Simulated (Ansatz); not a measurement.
The following input was run with Ansatz 0.2.0.

```yaml
crystal:
  lattice:
    - [2.4649796655, 0.0, 0.0]
    - [-1.2324898327, 2.1347350101, 0.0]
    - [0.0, 0.0, 32.4768654965]
  atoms:
    - { symbol: C, position: [0.0, 0.0, 0.2617247725] }
    - { symbol: C, position: [0.6666666667, 0.3333333334, 0.2617247653] }
    - { symbol: C, position: [0.0, 0.0, 0.3654668137] }
    - { symbol: C, position: [0.3333333333, 0.6666666667, 0.3654668064] }
    - { symbol: C, position: [0.0, 0.0, 0.4692088548] }
    - { symbol: C, position: [0.6666666667, 0.3333333334, 0.4692088475] }
    - { symbol: C, position: [0.0, 0.0, 0.5729508958] }
    - { symbol: C, position: [0.3333333333, 0.6666666667, 0.5729508886] }
    - { symbol: C, position: [0.0, 0.0, 0.676692937] }
    - { symbol: C, position: [0.6666666667, 0.3333333334, 0.6766929298] }
    - { symbol: C, position: [0.0, 0.5, 0.8384623862] }
basis:
  ecutwfc: 420
kpoints:
  mp_grid: { grid: [12, 12, 1] }
hamiltonian:
  xc: pbe
  dispersion: d3bj
scf:
  occupations: { method: gaussian, width: 0.1 }
output:
  forces: true
  stress: true
  eigenvalues: true
  write_density: true
  write_potential: true
  elf: true
  volumetric_format: npy
efield:
  axis: 3
  dipole_correction: true
  ramp_width: 0.04
```

Launched with
```bash
ansatz run input.yaml --threads 2 --pin off --max-ram 5120MiB --backend cpu --events-out ev --progress --plain --runs-dir out
```

Computed with Ansatz, DFT PBE+D3(BJ), scalar-relativistic, plane waves, PAW.

Abridged output:

```
Pseudopotentials: kind: paw
Pseudopotential: C, paw, valence charge 4, recommended cutoff 420 eV (normal)
Functional definition: PBE
Crystal: 11 atoms, lattice volume = 170.896 Å³
Basis set: ecut = 420 eV, 3223 PW (Γ), exchange–correlation on 36×36×450 points (8 copies of the dense FFT grid, shifted against one another)
Bands: 33, of which v1, the nominal top of the filled ones, is band 22 counted from 1 (21 counted from 0)
Symmetry: 2 space group operations
Space group: Cm (ITA 8), of the structure as read, at distance tolerance 5.5e-5 Å
k-points: 43 of 144 (time reversal used)
Initial density: superposition of atomic densities (neutral atoms: chi_scale 0, normalization atom), corrected by the library's trained network
Initial wavefunctions: pseudopotential atomic-orbital guess
Functional: x = pbe(κ = 0.804, μ = 0.21951497), c = pbe(β = 0.06672455)
SCF iter   1: F=—  HF=-2756.210702 eV  |F-HF|=—  |Δ(HF+E_count)|=         —  Δρ=7.87e-3  dr2=3.82e0  ethr=1.77e-3  p=-0.002 e·Å  D=-2.17e-3 V/Å  ΔV_dip=0.07 eV  dr2_dipole=3.72e0  V_vac-E_F(+/−)=5.51/5.44 eV  ⟨swp⟩=10.8  Hψ=8074  notcnv=0  defer=67
efield: sawtooth ramp at fractional position 0.0301 (placed from the atoms, in the widest stretch of the axis that holds none; the zero of the levels goes with the place), width 0.0400; the density the first Hamiltonian is built on has a dipole p = -0.002 e·Å; the dipole correction subtracts the counter field D = -2.17e-3 V/Å, which shifts the + side's vacuum level by +0.07 eV against the − side's; the planar-averaged density in the ramp window peaks in size at 1.0e-4 e/Å³
SCF iter   2: F=—  HF=-2756.127039 eV  |F-HF|=—  |Δ(HF+E_count)|=   8.37e-2  Δρ=4.82e-3  dr2=8.73e-1  ethr=1.77e-3  p=-0.039 e·Å  D=-4.12e-2 V/Å  ΔV_dip=1.34 eV  dr2_dipole=8.61e-1  V_vac-E_F(+/−)=5.87/4.54 eV  ⟨swp⟩=2.0  Hψ=1921  notcnv=0  defer=115
SCF iter   3: F=—  HF=-2756.099523 eV  |F-HF|=—  |Δ(HF+E_count)|=   2.75e-2  Δρ=3.03e-3  dr2=1.35e-1  ethr=1.77e-3  p=-0.055 e·Å  D=-5.83e-2 V/Å  ΔV_dip=1.89 eV  dr2_dipole=7.87e-3  V_vac-E_F(+/−)=6.10/4.20 eV  ⟨swp⟩=2.3  Hψ=1656  notcnv=0  defer=115
SCF iter   4: F=—  HF=-2756.099357 eV  |F-HF|=—  |Δ(HF+E_count)|=   1.65e-4  Δρ=2.49e-3  dr2=1.30e-1  ethr=3.07e-4  p=-0.047 e·Å  D=-4.93e-2 V/Å  ΔV_dip=1.60 eV  dr2_dipole=3.30e-4  V_vac-E_F(+/−)=6.20/4.60 eV  ⟨swp⟩=2.6  Hψ=1976  notcnv=0  defer=146
SCF iter   5: F=—  HF=-2756.089271 eV  |F-HF|=—  |Δ(HF+E_count)|=   1.01e-2  Δρ=1.22e-3  dr2=2.15e-2  ethr=2.95e-4  p=-0.054 e·Å  D=-5.72e-2 V/Å  ΔV_dip=1.86 eV  dr2_dipole=8.60e-3  V_vac-E_F(+/−)=6.19/4.34 eV  ⟨swp⟩=1.3  Hψ=1511  notcnv=0  defer=150
SCF iter   6: F=—  HF=-2756.087808 eV  |F-HF|=—  |Δ(HF+E_count)|=   1.46e-3  Δρ=6.28e-4  dr2=1.55e-2  ethr=4.88e-5  p=-0.058 e·Å  D=-6.10e-2 V/Å  ΔV_dip=1.98 eV  dr2_dipole=1.96e-2  V_vac-E_F(+/−)=6.22/4.23 eV  ⟨swp⟩=1.2  Hψ=1497  notcnv=0  defer=129
SCF iter   7: F=—  HF=-2756.087612 eV  |F-HF|=—  |Δ(HF+E_count)|=   1.95e-4  Δρ=2.11e-4  dr2=7.76e-4  ethr=3.52e-5  p=-0.057 e·Å  D=-6.01e-2 V/Å  ΔV_dip=1.95 eV  dr2_dipole=8.89e-4  V_vac-E_F(+/−)=6.21/4.26 eV  ⟨swp⟩=1.0  Hψ=1256  notcnv=0  defer=128
SCF iter   8: F=—  HF=-2756.087608 eV  |F-HF|=—  |Δ(HF+E_count)|=   4.19e-6  Δρ=1.50e-4  dr2=4.16e-4  ethr=1.76e-6  p=-0.057 e·Å  D=-5.99e-2 V/Å  ΔV_dip=1.94 eV  dr2_dipole=2.55e-4  V_vac-E_F(+/−)=6.22/4.27 eV  ⟨swp⟩=1.0  Hψ=1294  notcnv=0  defer=128
SCF iter   9: F=—  HF=-2756.087608 eV  |F-HF|=—  |Δ(HF+E_count)|=   2.95e-7  Δρ=8.15e-5  dr2=2.84e-4  ethr=9.44e-7  p=-0.056 e·Å  D=-5.96e-2 V/Å  ΔV_dip=1.94 eV  dr2_dipole=4.35e-4  V_vac-E_F(+/−)=6.22/4.28 eV  ⟨swp⟩=1.0  Hψ=1261  notcnv=0  defer=128
SCF iter  10: F=—  HF=-2756.087604 eV  |F-HF|=—  |Δ(HF+E_count)|=   4.45e-6  Δρ=4.79e-5  dr2=1.34e-4  ethr=6.46e-7  p=-0.056 e·Å  D=-5.98e-2 V/Å  ΔV_dip=1.94 eV  dr2_dipole=1.98e-4  V_vac-E_F(+/−)=6.22/4.28 eV  ⟨swp⟩=1.0  Hψ=1265  notcnv=0  defer=128
SCF iter  11: F=—  HF=-2756.087604 eV  |F-HF|=—  |Δ(HF+E_count)|=   8.61e-7  Δρ=1.72e-5  dr2=5.42e-6  ethr=3.04e-7  p=-0.057 e·Å  D=-6.00e-2 V/Å  ΔV_dip=1.95 eV  dr2_dipole=7.76e-6  V_vac-E_F(+/−)=6.22/4.28 eV  ⟨swp⟩=1.0  Hψ=1255  notcnv=0  defer=128
SCF iter  12: F=—  HF=-2756.087524 eV  |F-HF|=—  |Δ(HF+E_count)|=   8.03e-5  Δρ=5.63e-6  dr2=3.92e-7  ethr=1.23e-8  p=-0.057 e·Å  D=-6.01e-2 V/Å  ΔV_dip=1.95 eV  dr2_dipole=5.16e-7  V_vac-E_F(+/−)=6.23/4.27 eV  ⟨swp⟩=2.0  Hψ=1629  notcnv=0  defer=128
SCF iter  13: F=-2756.087524 eV  HF=-2756.087524 eV  |F-HF|=1.03e-8  |Δ(HF+E_count)|=   1.04e-8  Δρ=2.03e-6  dr2=8.38e-9  ethr=2.27e-10  p=-0.057 e·Å  D=-6.01e-2 V/Å  ΔV_dip=1.95 eV  dr2_dipole=4.43e-11  V_vac-E_F(+/−)=6.23/4.27 eV  ⟨swp⟩=43.8  Hψ=13919  notcnv=0
the search or the solves at the SCF's close seem to have found levels that the self-consistency loop had missed (the run counts 1). By its estimate they hold under 1e-12 electrons; where the run keeps them, the occupations were computed again with them
SCF 1 converged in 13 iterations: F = -2756.087524 eV  dr2 = 8.38e-9
WARN: The output density's exchange-correlation potential varies sharply where the density is thin. Do not read a vacuum level from v_tot or v_xc, or from such a field of the output density. On a cell that repeats whose density bears no net charge and no dipole along the vacuum's axis use v_es (v_loc + v_h of the components); under efield.dipole_correction with no amplitude use v_es + v_field, which holds any external_charges[].barrier, or the levels of the report's work_function block, which leave it out; under a non-zero efield.amplitude the vacuum is tilted and has no level; on a cell that repeats and bears such a dipole with no correction it is tilted too, and efield.dipole_correction wi ...
SCF converged after 13 iterations
Free energy (F): -2756.087524 eV
Harris-Foulkes:  -2756.087524 eV  (|F-HF|=1.03e-8)
Internal energy: -2756.077344 eV  (E = F + TS)
E sigma→0 (E₀):  -2756.082434 eV
Entropy (-TS):   -0.010180 eV (-0.925 meV/atom)
Fermi energy:    1.664852 eV
Dipole field:    D = -0.060120 V/Å  (p = -0.056779 e·Å, saw-weighted, corrected)
Work function:   Φ+ = 6.2269 eV   Φ− = 4.2745 eV
Levels:          The Fermi level and band energies are counted from a zero that moves with the ramp; work functions are not
--- Per-component energies (eV) ---
  E_band       = -310.908816
  E_kinetic    = 978.083134
  E_local      = -30769.774738  (includes V_loc(G=0)·N_el)
  E_nonlocal   = 301.740866
  E_hartree    = 14950.487010
  E_xc         = -522.457271
  E_vxc        = -646.256903  (∫ρ·V_xc dr)
  E_paw        = -1090.239365  (= ΣΔE_a)
  E_vpaw       = -71.616996  (= ΣTr[D̂ρ^β])
  E_aug_tail   = 0.000076  (compensation charges beyond the density's cutoff)
  E_efield     = 0.001707  (sawtooth field / dipole correction)
  E_vefield    = -4.061548  (∫n·V_field dr)
  E_ewald      = 13397.593373
  E_disp       = -1.512137  (pairwise vdW)
  E_smearing   = -0.010180  (= −TS)
--- Forces (eV/Å), atoms counted from 1 ---
  atom   1  C      0.00000072     0.00000042     0.00973895
  atom   2  C     -0.00000116    -0.00000067    -0.01172421
  atom   3  C     -0.00000087    -0.00000050    -0.00132167
  atom   4  C      0.00000089     0.00000051     0.00326946
  atom   5  C      0.00000108     0.00000062     0.00087213
  atom   6  C     -0.00000130    -0.00000075    -0.00021452
  atom   7  C     -0.00000084    -0.00000049     0.00019117
  atom   8  C      0.00000111     0.00000064    -0.00426078
  atom   9  C     -0.00000026    -0.00000015     0.00250184
  atom  10  C      0.00002378     0.00001373     0.02275329
  atom  11  C     -0.00002370    -0.00001368    -0.02183196
--- Stress (GPa, compression-positive) ---
       -3.518673       0.000022      -0.000117
        0.000022      -3.518699      -0.000067
       -0.000117      -0.000067      -0.102439
  P = ⅓ Tr σ = -2.3799 GPa (-23.799 kbar)
--- Band table (eV; the first three rows and the last of 43) ---
  k-point 0: bands = ["-17.9604", "-17.8996", "-17.8218", "-17.7444", "-17.6910", "-9.8712", "-6.7137", "-6.3848", "-5.9225", "-5.4280", "-5.0485", "-1.3659", "-1.3659", "-1.3514", "-1.3514", "-1.3422", "-1.3422", "-1.3315", "-1.3315", "-1.2767", "-1.2767", "-0.2644", "5.2524", "5.9448", "6.5474", "6.9492", "6.9492", "7.1722", "7.4814", "8.1665", "9.0451", "9.9804", "10.0068"]
  k-point 1: bands = ["-17.7952", "-17.7349", "-17.6578", "-17.5812", "-17.5281", "-9.6965", "-6.5130", "-6.1860", "-5.7265", "-5.2351", "-4.8588", "-2.0205", "-2.0074", "-1.9919", "-1.9816", "-1.9275", "-1.7066", "-1.6932", "-1.6797", "-1.6696", "-1.6153", "-0.1028", "5.4732", "6.1537", "6.4481", "6.7540", "6.8038", "7.3885", "7.6946", "8.3648", "9.2382", "10.0411", "10.0747"]
  k-point 2: bands = ["-17.3011", "-17.2425", "-17.1675", "-17.0932", "-17.0412", "-9.1770", "-5.9154", "-5.5942", "-5.1438", "-4.6630", "-4.2960", "-3.6692", "-3.6536", "-3.6297", "-3.6141", "-3.5635", "-2.5037", "-2.4905", "-2.4729", "-2.4620", "-2.4087", "0.3665", "5.0995", "6.1346", "6.4271", "6.7822", "7.3704", "8.0349", "8.3304", "8.9526", "9.7448", "9.9601", "10.0125"]
  k-point 42: bands = ["-12.6426", "-12.6151", "-12.5804", "-12.5546", "-12.5041", "-11.5907", "-11.5744", "-11.5464", "-11.5224", "-11.4714", "-5.1563", "-4.7642", "-4.7500", "-4.7282", "-4.7146", "-4.6628", "-1.7138", "-1.0236", "-0.8561", "-0.6599", "-0.5019", "-0.4222", "3.0172", "3.1803", "3.2329", "3.3750", "3.5893", "3.7759", "5.1149", "8.9148", "8.9939", "9.0947", "9.1945"]
```

The calculation finished and met its thresholds.

It took 19 s on 2 threads of Intel(R) Xeon(R) Platinum 8488C (Sapphire Rapids) (shared host), peak memory 0.55 GiB.